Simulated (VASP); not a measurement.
# From an Ansatz input to VASP: SiO2 (strained rutile)

Ansatz input

```yaml
crystal:
  lattice:
    - [4.1851887986, 0.0, 0.0]
    - [0.0, 4.1851887986, 0.0]
    - [0.0, 0.0, 2.5887746942]
  atoms:
    - { symbol: Si, position: [0.0, 0.0, 0.0] }
    - { symbol: Si, position: [0.5, 0.5, 0.5] }
    - { symbol: O, position: [0.3059234885, 0.3059234885, 0.0] }
    - { symbol: O, position: [0.1940765115, 0.8059234885, 0.5] }
    - { symbol: O, position: [0.8059234885, 0.1940765115, 0.5] }
    - { symbol: O, position: [0.6940765115, 0.6940765115, 0.0] }
kpoints:
  mp_grid: { grid: [6, 6, 10] }
  band_path:
    path:
      - [0.0, 0.0, 0.0]
      - [0.0, 0.5, 0.0]
      - [0.5, 0.5, 0.0]
      - [0.0, 0.0, 0.5]
      - [0.0, 0.5, 0.5]
      - [0.5, 0.5, 0.5]
    npoints: 1
hamiltonian:
  xc: r2scan
scf:
  occupations: { method: fixed }
  n_extra_bands: 5
output:
  forces: true
  stress: true
  eigenvalues: true
```

Problem. Which VASP files do the same job?

Solution. 

INCAR

```
LASPH = .TRUE.
ISIF = 2
EDIFF = 1E-7
NSW = 0
ISMEAR = 0
ALGO = Normal
ENCUT = 520
PREC = Accurate
LWAVE = .FALSE.
LCHARG = .FALSE.
NELM = 120
METAGGA = R2SCAN
SIGMA = 0.01
IBRION = -1
LREAL = .FALSE.
NBANDS = 25
```

KPOINTS

```
KPOINTS created by Atomic Simulation Environment
0
Gamma
6 6 10
0 0 0
```

KPOINTS_OPT

```
special points
6
Reciprocal
0.0000000000 0.0000000000 0.0000000000 1
0.0000000000 0.5000000000 0.0000000000 1
0.5000000000 0.5000000000 0.0000000000 1
0.0000000000 0.0000000000 0.5000000000 1
0.0000000000 0.5000000000 0.5000000000 1
0.5000000000 0.5000000000 0.5000000000 1
```

POSCAR

```
Si O
 1.0000000000000000
     4.1851887985999996    0.0000000000000000    0.0000000000000000
     0.0000000000000000    4.1851887985999996    0.0000000000000000
     0.0000000000000000    0.0000000000000000    2.5887746942000001
 Si  O
   2   4
Cartesian
  0.0000000000000000 -0.0000000000000000  0.0000000000000000
  2.0925943992999998  2.0925943992999998  1.2943873471000000
  1.2803475573985776  1.2803475573985776  0.0000000000000000
  0.8122468419014220  3.3729419566985777  1.2943873471000000
  3.3729419566985777  0.8122468419014220  1.2943873471000000
  2.9048412412014217  2.9048412412014217  0.0000000000000000
```

VASP ran with the recommended PBE PAW datasets (32 valence electrons in the cell). Other inputs would serve too.

Datasets and cutoffs are each program's own. VASP's cell holds 32 valence electrons and Ansatz's 32. Ansatz's stress includes a Pulay correction; VASP's doesn't.
